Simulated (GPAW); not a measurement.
Runs of GPAW 26.7.0 on ZrO2. The structure is cubic, space group Fm-3m (No. 225). Conventional cell: a = 5.090 Å, b = 5.090 Å, c = 5.090 Å, α = 90.00°, β = 90.00°, γ = 90.00°. Zr (site symmetry m-3m) is surrounded by 8 O at 2.20 Å. Around O (site symmetry -43m) lie 4 Zr at 2.20 Å. Measurements of this composition are mostly on another form, of space group No. 14.

| level | potentials or basis | eigensolver | gap on the mesh (eV) | pressure (GPa) |
| --- | --- | --- | --- | --- |
| AM05 | PAW data sets generated in the run's folder for this functional, pw | - | 3.33 | (d) |
| vdW-DF-cx | GPAW PAW data sets (gpaw-data 1.2.1), pw | - | 3.39 | - |
| TPSS | GPAW PAW data sets (gpaw-data 1.2.1), pw | davidson | 3.51 | (b) |
| vdW-DF2 | GPAW PAW data sets (gpaw-data 1.2.1), pw | - | 3.54 | - |
| PBEsol | PAW data sets generated in the run's folder for this functional, pw | - | 3.33 | -5.6 |
| LDA | the program's PAW data sets (release 1.2.1) made for this functional, pw | - | (a) | -12.1 |
| PBE | GPAW PAW data sets (gpaw-data 1.2.1), pw | - | 3.41 | (c) |
| BLYP | PAW data sets generated in the run's folder for this functional, pw | davidson | 3.48 | 7.5 |
| GLLB-SC | the program's PAW data sets (release 1.2.1) made for this functional, pw | - | 6.35 | - |

Alike in all rows: task band structure; no spin polarisation; cell as given; k mesh 9 × 9 × 9; cutoff (eV) 800; smearing fermi-dirac 0.05 eV.

Q: Estimate the missing entries.

A: (a) 3.30; (b) -0.7; (c) 1.7; (d) -5.4.

Caveats: the PAW data sets were made with another functional, which shifts forces and pressure a little (some runs); the GLLB-SC gap is the Kohn-Sham gap of the path plus the derivative discontinuity (some runs); a model potential gives levels but no total energy (some runs); an odd mesh through Γ misses points on the zone boundary, where band edges often lie (some runs).

A k mesh can miss the band edges, and the runs leave out spin-orbit coupling on Zr.
